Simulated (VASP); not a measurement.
# Au (Fm-3m) in VASP: single point with HSE06

Aim: the single point of Au with HSE06.

All numbers are computed with VASP 6.6.1; they aren't measurements. Logs are shortened: lines on timing, memory, paths and dates and some standing lists are left out, and cuts for length are marked.

**1. The crystal as given**

It takes space group Fm-3m (No. 225, cubic). The conventional cell has a = 4.082 Å, b = 4.082 Å, c = 4.082 Å, α = 90.00°, β = 90.00°, γ = 90.00°. Au (site symmetry m-3m) is surrounded by 12 Au at 2.89 Å.

**2. Single point, HSE06**

POSCAR reads:

```
Au
1.0
    0.0000000000      2.0409900000      2.0409900000
    2.0409900000      0.0000000000      2.0409900000
    2.0409900000      2.0409900000      0.0000000000
Au
1
Direct
    1.0000000000      0.0000000000      1.0000000000
```

INCAR.step1 reads:

```
PREC = Accurate ; ENCUT = 520
EDIFF = 1E-5 ; ISMEAR = 0
SIGMA = 0.1 ; LREAL = F
LASPH = T ; NELM = 80
ALGO = Normal ; ISIF = 2
LWAVE = T ; LCHARG = F
NBANDS = 12 ; GGA = PE
```

INCAR.step2 reads:

```
PREC = Accurate ; ENCUT = 520
EDIFF = 1E-6 ; ISMEAR = 0
SIGMA = 0.1 ; LREAL = F
LASPH = T ; NELM = 80
ALGO = Normal ; ISIF = 2
LWAVE = F ; LCHARG = F
GGA = PE ; LHFCALC = T
HFSCREEN = 0.2 ; PRECFOCK = Fast
NBANDS = 12 ; ISTART = 1
```

KPOINTS reads:

```
regular mesh
0
Gamma
  8 8 8
```

Potentials or basis: VASP PAW PBE potentials, release 64 (Au).

Run with:

```console
$ cat potpaw_PBE.64/Au/POTCAR > POTCAR
$ cp INCAR.step1 INCAR
$ mpirun -np 1 vasp_std > vasp.out
$ cp INCAR.step2 INCAR
$ mpirun -np 1 vasp_std > vasp.out
```

OUTCAR:

```text
PREC = Accurate
   ENCUT = 520
   EDIFF = 1E-6
   ISMEAR = 0
   LREAL = F
   LASPH = T
   NELM = 80
   ISIF = 2
   GGA = PE
   LHFCALC = T
   HFSCREEN = 0.2
   PRECFOCK = Fast
   ISTART = 1

 ion  position               nearest neighbor table
   1  0.000  0.000  0.000-

  LATTYP: Found a face centered cubic cell.
 ALAT       =     4.0819800000

  Lattice vectors:

 A1 = (   0.0000000000,   2.0409900000,   2.0409900000)
 A2 = (   2.0409900000,   0.0000000000,   2.0409900000)
 A3 = (   2.0409900000,   2.0409900000,   0.0000000000)

Analysis of symmetry for initial positions (statically):
=====================================================================
 Subroutine PRICEL returns:
 Original cell was already a primitive cell.

 Routine SETGRP: Setting up the symmetry group for a
 face centered cubic supercell.

 Subroutine GETGRP returns: Found 48 space group operations
 (whereof 48 operations were pure point group operations)
 out of a pool of 48 trial point group operations.

The static configuration has the point symmetry O_h .

Analysis of symmetry for dynamics (positions and initial velocities):
=====================================================================
 Subroutine PRICEL returns:
 Original cell was already a primitive cell.

 Routine SETGRP: Setting up the symmetry group for a
 face centered cubic supercell.

 Subroutine GETGRP returns: Found 48 space group operations
 (whereof 48 operations were pure point group operations)
 out of a pool of 48 trial point group operations.

The dynamic configuration has the point symmetry O_h .

 Subroutine INISYM returns: Found 48 space group operations
 (whereof 48 operations are pure point group operations),
 and found     1 'primitive' translations

----------------------------------------------------------------------------------------

                                     Primitive cell

  volume of cell :      17.0041

  direct lattice vectors                    reciprocal lattice vectors
     0.000000000  2.040990000  2.040990000    -0.244979152  0.244979152  0.244979152
     2.040990000  0.000000000  2.040990000     0.244979152 -0.244979152  0.244979152
     2.040990000  2.040990000  0.000000000     0.244979152  0.244979152 -0.244979152

  length of vectors
     2.886395739  2.886395739  2.886395739     0.424316339  0.424316339  0.424316339

  position of ions in fractional coordinates (direct lattice)
     0.000000000  0.000000000  0.000000000

  ion indices of the primitive-cell ions
   primitive index   ion index
                 1           1

----------------------------------------------------------------------------------------

 KPOINTS: regular mesh

Automatic generation of k-mesh.
 Grid dimensions read from file:
 generate k-points for:    8    8    8

 Generating k-lattice:

  Cartesian coordinates                     Fractional coordinates (reciprocal lattice)
    -0.030622394  0.030622394  0.030622394     0.125000000  0.000000000  0.000000000
     0.030622394 -0.030622394  0.030622394     0.000000000  0.125000000  0.000000000
     0.030622394  0.030622394 -0.030622394     0.000000000  0.000000000  0.125000000

  Length of vectors
     0.053039542  0.053039542  0.053039542

  Shift w.r.t. Gamma in fractional coordinates (k-lattice)
     0.000000000  0.000000000  0.000000000

 Subroutine IBZKPT returns following result:
 ===========================================

 Found     29 irreducible k-points:

 Following reciprocal coordinates:
            Coordinates               Weight
  0.000000  0.000000  0.000000      1.000000
  0.125000  0.000000  0.000000      8.000000
  0.250000  0.000000  0.000000      8.000000
  0.375000  0.000000  0.000000      8.000000
  0.500000  0.000000  0.000000      4.000000
  0.125000  0.125000  0.000000      6.000000
[... 16 lines left out ...]
  0.500000  0.250000  0.125000     48.000000
 -0.375000  0.250000  0.125000     24.000000
 [... further k-points ...]
   k-points           NKPTS =     29   k-points in BZ     NKDIM =    512   number of bands    NBANDS=     12
   number of dos      NEDOS =    301   number of ions     NIONS =      1
   total plane-waves  NPLWV =  13824
   dimension x,y,z NGX =    24 NGY =   24 NGZ =   24
   dimension x,y,z NGXF=    48 NGYF=   48 NGZF=   48
   ions per type =               1
   NGX,Y,Z   is equivalent  to a cutoff of  13.82, 13.82, 13.82 a.u.
   NGXF,Y,Z  is equivalent  to a cutoff of  27.65, 27.65, 27.65 a.u.
 SYSTEM =  unknown system
   PREC   = accura    normal or accurate (medium, high low for compatibility)
   ISTART =      1    job   : 0-new  1-cont  2-samecut
   ICHARG =      0    charge: 1-file 2-atom 10-const
   ISPIN  =      1    spin polarized calculation?
   LNONCOLLINEAR =      F non collinear calculations
   LSORBIT =      F    spin-orbit coupling
   LASPH  =      T    aspherical Exc in radial PAW
   ENCUT  =  520.0 eV  38.22 Ry    6.18 a.u.   5.37  5.37  5.37*2*pi/ulx,y,z
   NELM   =     80;   NELMIN=  2; NELMDL=  0     # of ELM steps
   EDIFF  = 0.1E-05   stopping-criterion for ELM
   LREAL  =      F    real-space projection
   EDIFFG = 0.1E-04   stopping-criterion for IOM
   NSW    =      0    number of steps for IOM
   IBRION =     -1    ionic relax: 0-MD 1-quasi-New 2-CG
   NFREE  =      0    steps in history (QN), initial steepest desc. (CG)
   ISIF   =      2    stress and relaxation
   ISYM   =      3    0-nonsym 1-usesym 2-fastsym
   POTIM  = 0.5000    time-step for ionic-motion
   TEBEG  =    0.0;   TEEND  =   0.0 temperature during run
   PSTRESS=    0.0 pullay stress
   NELECT =      11.0000    total number of electrons
   NUPDOWN=      -1.0000    fix difference up-down
   EMIN   =  10.00;   EMAX   =-10.00  energy-range for DOS
   EFERMI =   0.00;   METHOD = LEGACY
   ISMEAR =     0;   SIGMA  =   0.10  broadening in eV -4-tet -1-fermi 0-gaus
   EFERMI_NEDOS =   21; number of points for ismear=-14 and -15
   IALGO  =     38    algorithm
   IMIX   =      1    mixing-type and parameters
     AMIX     =   0.40;   BMIX     =  1.00
     AMIX_MAG =   1.60;   BMIX_MAG =  1.00
  volume/ion in A,a.u.               =      17.00       114.75
  Fermi-wavevector in a.u.,A,eV,Ry     =   1.415864  2.675595 27.275200  2.004671
  Thomas-Fermi vector in A             =   2.537258
   LORBIT       =      0    0 simple, 1 ext, 2 COOP (PROOUT), +10 PAW based schemes
   GGA     = PE    functional components
   LHFCALC =     T    Hartree Fock is set to
   PRECFOCK=fast      Normal, Fast or Accurate (Low or Medium for compatibility)
   ENCUT4O =  -1.0   cutoff for four orbital integrals eV
   NKREDX  =     1    reduce k-point grid by
   NKREDY  =     1    reduce k-point grid by
   NKREDZ  =     1    reduce k-point grid by
   AEXX    =    0.2500 exact exchange contribution
   HFSCREEN=    0.2000 screening length (either q_TF or 0.3 A-1)
   HFSCREENC=   0.2000 screening length for correlation (either q_TF or 0.3 A-1)
   ENCUTFOCK=  -1.0 apply spherical cutoff to Coloumb kernel
   IVDW    =     0    specifies the selected vdW correction
   LEPSILON=     F    determine dielectric tensor
   LRPA    =     F    only Hartree local field effects (RPA)
 non-spin polarized calculation
 Gauss-broadening in eV      SIGMA  =   0.10
  energy-cutoff  :      520.00
  volume of cell :       17.00
 maximum number of plane-waves:       471
 NGX is ok and might be reduce to    24
  NGX = 14; NGY = 14; NGZ = 14

 number of electron      11.0000000 magnetization

 Free energy of the ion-electron system (eV)
  ---------------------------------------------------
  ext. energy  EPLUGINS =         0.00000000
  ---------------------------------------------------
  free energy    TOTEN  =        -3.37361892 eV

  energy without entropy =       -3.37058520  energy(sigma->0) =       -3.37210206

 E-fermi :   9.0032     XC(G=0): -10.3626

 val. band max:        8.9286596093   @ k =   0.5000   0.2500   0.1250
 cond. band min:       9.3251759090   @ k =   0.5000   0.3750   0.1250
 fundamental gap:      0.3965162997
 Fermi energy:         9.0032222979

 k-point     1 :       0.0000    0.0000    0.0000
  band No.  band energies     occupation
      1      -1.6556      2.00000
      2       3.4146      2.00000
      3       3.4146      2.00000
      4       3.4146      2.00000
      5       4.9971      2.00000
      6       4.9971      2.00000
      7      24.7967      0.00000
      8      29.0039      0.00000
      9      29.0039      0.00000
     10      29.0039      0.00000
     11      33.8126      0.00000
     12      38.8570      0.00000

 k-point     2 :       0.1250    0.0000    0.0000
  band No.  band energies     occupation
      1      -1.0586      2.00000
      2       3.2656      2.00000
      3       3.5948      2.00000
      4       3.5948      2.00000
      5       4.9415      2.00000
      6       4.9415      2.00000
      7      25.2863      0.00000
      8      26.3512      0.00000
      9      29.6540      0.00000
     10      29.6540      0.00000
     11      34.0952      0.00000
     12      36.5259      0.00000

 k-point     3 :       0.2500    0.0000    0.0000
  band No.  band energies     occupation
      1       0.2839      2.00000
      2       3.4301      2.00000
      3       3.7091      2.00000
      4       3.7091      2.00000
      5       5.2178      2.00000
      6       5.2178      2.00000
      7      21.4697      0.00000
      8      25.8956      0.00000
      9      30.6050      0.00000
     10      30.6050      0.00000
     11      32.3720      0.00000
     12      33.6563      0.00000
[... 286 lines left out ...]
 k-point    23 :       0.5000    0.2500    0.1250
  band No.  band energies     occupation
      1       1.8862      2.00000
      2       2.9117      2.00000
      3       3.2541      2.00000
      4       4.5625      2.00000
      5       5.8648      2.00000
      6       8.9287      1.70833
      7      17.1359      0.00000
      8      22.2700      0.00000
      9      24.6547      0.00000
     10      29.0567      0.00000
     11      33.0600      0.00000
     12      36.9247      0.00000

 k-point    24 :      -0.3750    0.2500    0.1250
  band No.  band energies     occupation
      1       1.8360      2.00000
      2       2.7011      2.00000
      3       4.0068      2.00000
      4       4.3174      2.00000
      5       6.2489      2.00000
      6      12.1062      0.00000
      7      12.9765      0.00000
      8      22.5703      0.00000
      9      23.3925      0.00000
     10      28.1576      0.00000
     11      34.5124      0.00000
     12      37.6097      0.00000

 [... further k-points ...]

------------------------ aborting loop because EDIFF is reached ----------------------------------------

  FORCE on cell =-STRESS in cart. coord.  units (eV):
  Direction    XX          YY          ZZ          XY          YZ          ZX
  --------------------------------------------------------------------------------------
  -------------------------------------------------------------------------------------
  Total        0.6768470      0.6768470      0.6768470     -0.0000000      0.0000000     -0.0000000
  in kB       63.7747106     63.7747106     63.7747106     -0.0000000      0.0000000     -0.0000000
  external PRESSURE =      63.7747106 kB  Pullay stress =       0.0000000 kB

 VOLUME and BASIS-vectors are now :
 -----------------------------------------------------------------------------
  energy-cutoff  :      520.00
  volume of cell :       17.00
      direct lattice vectors                 reciprocal lattice vectors
     0.000000000  2.040990000  2.040990000    -0.244979152  0.244979152  0.244979152
     2.040990000  0.000000000  2.040990000     0.244979152 -0.244979152  0.244979152
     2.040990000  2.040990000  0.000000000     0.244979152  0.244979152 -0.244979152

 POSITION                                       TOTAL-FORCE (eV/Angst)
 -----------------------------------------------------------------------------------
      0.00000      0.00000      0.00000         0.000000      0.000000      0.000000
 -----------------------------------------------------------------------------------
    total drift:                               -0.000001     -0.000001     -0.000001

  FREE ENERGIE OF THE ION-ELECTRON SYSTEM (eV)
  ---------------------------------------------------
  free  energy   TOTEN  =        -3.3736189185 eV

  energy  without entropy=       -3.3705851965  energy(sigma->0) =       -3.37210206
```

Run time: 21 min. Hardware: 1 thread of AMD EPYC 7R13 (Zen 3), shared host; peak memory 0.22 GiB.

Results:

| Property | Result |
| --- | --- |
| Free energy | -3.3736 eV |
| Pressure | 6.4 GPa |
| Band gap on the k mesh | none (metal or under the smearing width) |

Levels at points of the mesh, in eV from the Fermi level:
```
           k point  band 2  band 3  band 4  band 5  band 6  band 7  band 8  band 9  band 10  band 11
(0.00, 0.00, 0.00)   -5.59   -5.59   -5.59   -4.01   -4.01   15.79   20.00   20.00    20.00    24.81
(0.50, 0.00, 0.00)   -5.64   -5.64   -2.62   -2.62   -0.81    3.93   15.18   18.70    18.70    26.55
(0.50, 0.50, 0.00)   -7.79   -2.73   -2.22   -2.22    1.49    7.02   11.22   11.22    18.66    21.34
```

Caveat: the PAW data sets were made with another functional, which shifts forces and pressure a little.
